Two of the ten runs put the gap of zinc-blende CdS about half an electronvolt too high for their place in the usual order, and they do so for different reasons. The LDA row most likely breaks the order because its potential treats cadmium without active 4d electrons, which means that it can't show what LDA itself does. The HCTH407 row has those electrons; in it the empty bands stand further from the filled ones, for a reason these runs don't settle. That both rows give 1.636 eV is a coincidence.

Kohn–Sham DFT band gaps of zinc-blende CdS at a fixed cubic cell edge of 5.833 Å, computed with ABINIT 10.8.3 without spin polarisation or spin–orbit coupling. All runs used an 8 × 8 × 8 k mesh and Fermi–Dirac smearing of 0.05 eV, and the gaps are read along the path Γ–X–W–K–Γ–L–U–W–L–K.

```tsv
functional	potentials	wave cutoff	gap on path (eV)	direct gap on path (eV)
LDA	HGH LDA	761.919 eV	1.636	1.636
PBE	JTH-PAW-PBE-v2.0	598.65 eV	1.126	1.126
PBEsol	JTH-PAW-PBE-v2.0	598.65 eV	0.983	0.983
revPBE	JTH-PAW-PBE-v2.0	598.65 eV	1.260	1.260
BLYP	JTH-PAW-PBE-v2.0	598.65 eV	1.070	1.070
r2SCAN	JTH-PAW-LDA-v2.0	653.073 eV	1.551	1.551
AM05	JTH-PAW-PBE-v2.0	598.65 eV	1.103	1.103
HCTH407	JTH-PAW-PBE-v2.0	598.65 eV	1.636	1.636
SCAN	JTH-PAW-PBE-v2.0	653.073 eV	1.428	1.428
rPW86PBE	JTH-PAW-PBE-v2.0	598.65 eV	0.998	0.998
```

**The order that is broken**

The column "gap on path" gives the smallest energy difference between filled and empty states along the path of k points. It equals "direct gap on path" in every row, so both edges lie at the same k point. The usual order for a semiconductor has LDA at the bottom, gradient-corrected functionals (GGAs) close to it, and meta-GGAs, which also use the kinetic energy density, higher up. The atoms and the cell are the same throughout, so no difference between rows comes from a change of geometry.

Six of the seven GGAs lie close together at the low end. Their gaps scatter over 0.28 eV around a median of 1.09 eV, and that group serves here as the smooth background. SCAN and r2SCAN both lie above it, the lower of them by 0.17 eV over the highest of the six. LDA and HCTH407 stand 0.55 eV above the median, about twice the whole scatter of the group, and higher than both meta-GGAs.

The step up to the meta-GGAs has a standard explanation. Their potential acts differently on orbitals of different shape, and this lets part of the gap that a purely local potential leaves out return to the band energies. SCAN shows the step with the same family of PAW datasets as the GGAs, though at a higher plane-wave cutoff. r2SCAN uses another dataset, so the difference between the two meta-GGAs can't be credited to the functionals alone. The PBE, revPBE, rPW86PBE, SCAN and r2SCAN runs also warned that the density fell below a set floor at some points and was raised to it there. The effect on their gaps wasn't tested; the LDA, HCTH407 and PBEsol runs gave no such warning. The two meta-GGA runs also report PAW energy terms several times larger than those of the GGA runs, and the SCAN total energy lies 550 eV above that of PBE on the same dataset. Neither dataset was made for a meta-GGA, and whether this offset touches the gaps wasn't tested either.

**LDA: a missing shell**

The column "potentials" holds the clue to the first break. The HGH potential of the LDA row leaves 2 valence electrons on cadmium, while the PAW datasets of the other nine rows leave 12. The ten that are missing fill the 4d shell, which the HGH potential freezes into the core. A frozen shell still screens the nucleus, but it can no longer mix with the orbitals of sulfur.

That mixing matters for the gap. The top of the valence band is built mostly from S 3p orbitals, and in the PBEsol run the filled Cd 4d levels at the zone centre lie 7 to 8 eV below it. When two levels of the same symmetry mix, they repel each other: the lower one sinks and the upper one rises. The S 3p edge is the upper one, so an active 4d shell lifts it towards the conduction band and narrows the gap.

The conduction edge escapes this push. At the zone centre Γ it is an s-like state, and tetrahedral symmetry forbids an s-like state to mix with d orbitals there. The repulsion therefore works on one side of the gap only. Freezing the 4d shell is expected to remove much of it, so that the valence edge drops back and the gap opens.

**The size of the push, read from the d levels**

The same symmetry offers a rough measure. At Γ the five d orbitals of cadmium split into a group of three, called t2, and a pair, called e. The S 3p orbitals also form a t2 group, so they mix with the three and leave the pair alone. If nothing else split the shell, the e level would mark where the d shell lies without mixing, and the t2 level would show where mixing has pushed it.

In the simplest model of two levels that repel each other, which neglects the overlap of their orbitals, the sum of their energies stays fixed, so the upper one rises by as much as the lower one sinks. In the PBEsol run the e level lies at −3.75 eV and the t2 level at −4.24 eV. If the whole difference of 0.49 eV is read as the sinking of t2, the valence edge has risen by the same amount, and without the push the PBEsol gap would grow from 0.98 to about 1.47 eV.

PBEsol is a fair stand-in for an LDA run with active 4d electrons, because the two functionals tend to give similar bands in solids. The LDA row lies 0.65 eV above PBEsol, so the estimate has the right size but falls 0.17 eV short. No parameter was adjusted to reach it, but the agreement may be partly luck. The d orbitals of neighbouring cadmium atoms interact with each other, which is expected to put t2 below e at Γ even without sulfur, and the field of the neighbours and empty states shift the levels too, so only part of the splitting need come from the S 3p mixing. Overlap works the other way: it makes the upper level rise by more than the lower one sinks. The estimate shows that the push can be of the order needed; it doesn't measure it.

The pressure of the LDA run points to the same potential. At this fixed cell it is −13 GPa, a strong pull towards a smaller volume, while the other nine rows lie between −0.2 and +6.2 GPa. LDA tends to contract solids by itself, but a pull this strong is more than it would be expected to give alone. The frozen core may therefore also distort the gap in ways other than the missing repulsion. What the table lacks is the decisive test, an LDA run with the 4d shell in the valence. From general experience its gap should be roughly 1 eV, which would put LDA back at the lower end of the order.

**HCTH407: the shell is present**

HCTH407 has the full 12 valence electrons on cadmium, so a missing shell can't be its excuse. It could still suffer a weaker push from the d shell, and the splitting between e and t2 would reveal that. The splitting does shrink, from 0.49 eV in PBEsol to 0.42 eV. This change of 0.07 eV is only about a tenth of the 0.65 eV by which the HCTH407 gap exceeds that of PBEsol. Since the splitting is a crude gauge, and the e level lies 0.38 eV deeper below the valence edge in HCTH407, the push may have weakened by more than that, though probably not by the whole excess.

The band edges can be compared directly. On the energy scale of the two runs, which share cell and dataset, the conduction edge of HCTH407 lies 0.58 eV higher than that of PBEsol, and the valence edge 0.08 eV lower. Such a scale has no absolute meaning, so the comparison was repeated with the deep S 3s level as the reference. The conduction edge then rises by 0.48 eV and the valence edge falls by 0.18 eV. The e pair of the d shell gives a third reference: counted from it, both edges rise, the conduction edge by 1.03 eV and the valence edge by 0.38 eV. In these three the conduction edge moves more, but that depends on the choice. Counted from the lowest empty level at L, which itself rises by 0.46 eV, the valence edge falls by 0.54 eV and the conduction edge rises by only 0.11 eV. It also depends on the partner, for PBEsol has the lowest conduction edge of the six GGAs: on the common scale, against BLYP the valence edge falls by 0.55 eV and the conduction edge rises by 0.02 eV, and against revPBE the figures are 0.27 and 0.11 eV. What the runs show is that empty and filled bands move apart, at L as well as at Γ, not which edge does the moving.

Why this functional pulls empty and filled bands apart is less certain. HCTH407 has a flexible form with many constants adjusted to molecules, and its potential can differ from that of PBE-like functionals in the regions where the s-like conduction state has its weight. That is a plausible guess which these runs don't test. The dataset was also made for PBE, and a core that doesn't match the functional may contribute to the shift. A run with a dataset made for HCTH407 would separate the two.

**What the two high gaps are worth**

The measured gap of CdS is roughly 2.5 eV, so all ten rows are too low, as is usual for functionals of these kinds. Spin–orbit coupling and temperature are left out here, but they are expected to be small beside a deficit of about 0.9 eV or more. The two breaking rows come closest to experiment, and for LDA this is no merit: a piece of real physics that narrows the gap has been removed, and its absence most likely offsets part of the functional's error. In the rows that do include the push, it is expected to be too strong, because functionals of these kinds tend to place filled d shells too close to the valence edge.

For CdS as the window layer of a thin-film solar cell the deficit is decisive. A gap of 1.6 eV would mean a film that can absorb across the whole visible range, whereas the real film lets most of it through and absorbs mainly the blue end. None of these gaps should therefore be used to predict the transmission of such a layer.

The lesson of the LDA row carries over to other compounds in which a filled d shell lies several electronvolts below the p levels of its neighbours and symmetry lets the two mix at the valence edge. The closer the two levels and the stronger their overlap, the more the valence edge is lifted, and the more a frozen shell will falsify the gap. The number of valence electrons in the potential should be compared before the functionals are. The printed output below lists most of the differences used here.

Numerical output:

```
Gaps against the six ordinary GGAs:
       row  gap_eV  above_median_eV  Cd_valence_electrons  pressure_GPa
       LDA   1.636           0.5495                     2        -13.12
       PBE   1.126           0.0395                    12         2.883
    PBEsol   0.983          -0.1035                    12       -0.2157
    revPBE    1.26           0.1735                    12         4.502
      BLYP    1.07          -0.0165                    12         6.198
    r2SCAN   1.551           0.4645                    12         1.317
      AM05   1.103           0.0165                    12        0.3188
   HCTH407   1.636           0.5495                    12         5.162
      SCAN   1.428           0.3415                    12        0.6906
  rPW86PBE   0.998          -0.0885                    12         5.356
Median gap of the six ordinary GGAs, eV: 1.087
Spread of the six ordinary GGAs, highest less lowest, eV: 0.277
Lower meta-GGA gap less highest of the six GGAs, eV: 0.168
LDA gap less PBEsol gap, eV: 0.653
HCTH407 gap less PBEsol gap, eV: 0.653
HCTH407 gap less highest of the six GGAs, eV: 0.376
HCTH407 gap less higher meta-GGA gap, eV: 0.085
PBEsol d level e less d level t2 at Gamma, eV: 0.4873
HCTH407 d level e less d level t2 at Gamma, eV: 0.4164
Estimated PBEsol gap without p-d repulsion, eV: 1.47
Shrinkage of the e-t2 splitting from PBEsol to HCTH407, eV: 0.0709
That shrinkage as percentage of the HCTH407 excess over PBEsol: 10.86
HCTH407 less PBEsol, valence edge on the common zero, eV: -0.0766
HCTH407 less PBEsol, conduction edge on the common zero, eV: 0.5768
HCTH407 less PBEsol, valence edge counted from S 3s, eV: -0.1768
HCTH407 less PBEsol, conduction edge counted from S 3s, eV: 0.4766
```
